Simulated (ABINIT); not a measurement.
Runs of ABINIT 10.8.3 (patched build) on BaTiO3. It takes space group R3m (No. 160, trigonal). Conventional cell: a = 5.655 Å, b = 5.655 Å, c = 6.955 Å, α = 90.00°, β = 90.00°, γ = 120.00°. Around Ba (site symmetry 3m) lie 12 O at 2.79 to 2.89 Å. Ti (site symmetry 3m) is surrounded by 6 O at 1.87 to 2.14 Å. O (site symmetry m) has 2 Ti at 1.87 to 2.14 Å as nearest neighbours. 

| potentials or basis | cutoff (eV) | fine-grid cutoff | gap on the mesh (eV) | pressure (GPa) | largest force (eV/Å) |
| --- | --- | --- | --- | --- | --- |
| JTH PAW PBE v2.0 | 626 | 1224.51 eV | (a) | 6.3 | 0.19 |
| PseudoDojo NC SR PBE v0.5 standard | 1143 | - | 2.51 | 4.6 | 0.14 |
| PseudoDojo NC SR PBE v0.4 stringent | 1252 | - | 2.51 | 4.7 | 0.15 |
| PseudoDojo NC SR PBE v0.4.1 standard | 1143 | - | 2.49 | 5.3 | 0.14 |
| Ansatz NC PBE | 1252 | - | 2.49 | (b) | 0.15 |

Alike in all rows: task single point; level PBE; no spin polarisation; cell as given; k mesh 7 × 7 × 7; smearing fermi-dirac 0.05 eV.

Question: Estimate the missing entries.

Answer: (a) 2.46; (b) 4.9.

Caveats: spin-orbit coupling is left out, which moves the levels of the heavy elements; an odd mesh through Γ misses points on the zone boundary, where band edges often lie; this set's barium file shifts pressures by 1.5 GPa and gaps by 0.1 eV against other sets (some runs); the atomic spheres overlap (some runs); this set's barium file shifts pressures by 1 GPa against other sets (some runs); this release of the barium file is off (some runs).

A k mesh can miss the band edges, and the runs leave out spin-orbit coupling on Ba.
